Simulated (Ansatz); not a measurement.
## BP (F-43m) on a mismatched substrate

```
B P
1.0
     2.24538    2.24538    0.00000
    -2.24538    2.24538    0.00000
     0.00000    2.24538    2.24538
B P
1 1
Direct
  0.00000 0.00000 0.00000
  0.75000 0.25000 0.50000
```

This cell was relaxed by PAW under LDA. A film on a (001) substrate is mimicked by stretching x and y by ε∥; the length along z and the atoms then relax by PAW (default files of Ansatz 0.2.0, cutoff 420 eV, stress met within about 0.05 GPa). Stress and levels come from LDA, all-electron LAPW in Ansatz 0.2.0, scalar-relativistic; k mesh 8×8×8, fixed occupations, basis error target 0.5 meV/atom. Conduction levels are in eV over the valence top, at fixed fractional wave vectors («min» is a refined band extremum of the unstrained crystal off the named points).

```tsv
ε∥ (%)	ε⊥ (%)	σ∥ (GPa, tension positive)	min ⊥ z	min ∥ z	X ⊥ z	X ∥ z	2nd valence level at Γ	3rd
-2.0	0.939	-8.60	0.879	1.260	0.979	1.310	0.000	-0.307
-1.0	?	?	?	?	?	?	?	?
-0.5	0.231	-2.01	1.080	1.175	1.181	1.263	0.000	-0.073
0.0	0.000	0.04	1.146	1.146	1.247	1.247	0.000	0.000
0.5	-0.252	2.00	1.139	1.041	1.240	1.156	-0.073	-0.073
1.0	-0.478	3.92	1.134	0.943	1.235	1.070	-0.142	-0.142
2.0	-0.954	7.54	1.128	0.746	1.230	0.901	-0.277	-0.277
```

The last two columns are counted from the highest valence level at Γ.

**Question.** How does the film contract along z, and how stiff is it in the plane?

**Answer.** Quadratic fits through the 6 rows shown have slopes dε⊥/dε∥ = -0.474 and dσ∥/dε∥ = 403.3 GPa at zero strain. Elasticity asks −2C12/C11 = -0.471 and C11 + C12 − 2C12²/C11 = 402.3 GPa, from PAW constants C11 = 357.7, C12 = 84.3 GPa. At the level of the σ∥ column the films keep up to 0.06 GPa along z against the unstrained cell, and the constants are scalar-relativistic PAW values, so part of the difference is the change of level.

**Question.** Which shear deformation potential b does the valence splitting give?

**Answer.** Without spin-orbit coupling the single level moves against the pair by 3b(ε⊥ − ε∥): -0.0733 eV at ε⊥ − ε∥ = 0.00731 and 0.0734 eV at -0.00752, so b = -3.30 eV.

**Question.** And the uniaxial potential of the lowest valleys?

**Answer.** The valley along z moves against those in the plane by Ξu(ε⊥ − ε∥): from 0.0948 to -0.0975 eV between the two smallest strains, so Ξu = 12.97 eV.

**Question.** Fill the row at ε∥ = -1.0 %.

**Answer.** The fits give ε⊥ = 0.467 % and σ∥ = -4.14 GPa. Computed: ε⊥ (%) = 0.467, σ∥ (GPa, tension positive) = -4.13, min ⊥ z = 1.014, min ∥ z = 1.204, X ⊥ z = 1.114, X ∥ z = 1.279, 2nd valence level at Γ = 0.000, 3rd = -0.149. The levels have a kink at zero strain, where another valence state takes the top, so one parabola doesn't fit them.

**Question.** How fast does the least gap among these points move on each side of zero strain?

**Answer.** dE_g/dε∥ is 131 meV per % on the compressed side and -209 on the stretched side, so the gap falls either way. The lowest conduction level lies at min ⊥ z under the strongest compression and at min ∥ z under the strongest tension.

Known limits: the frozen-core PAW files of the relaxations were fitted under PBE, their cores solved anew for this functional; semilocal gaps are low, and the spacing of valleys can be off by tenths of an eV; levels are read at fixed fractional k, so an edge that moves off these points is missed; with spin-orbit coupling the valence top splits by 2|b| and not 3|b| times the shear while that is small against the spin-orbit gap, so the gap's slopes differ from these.
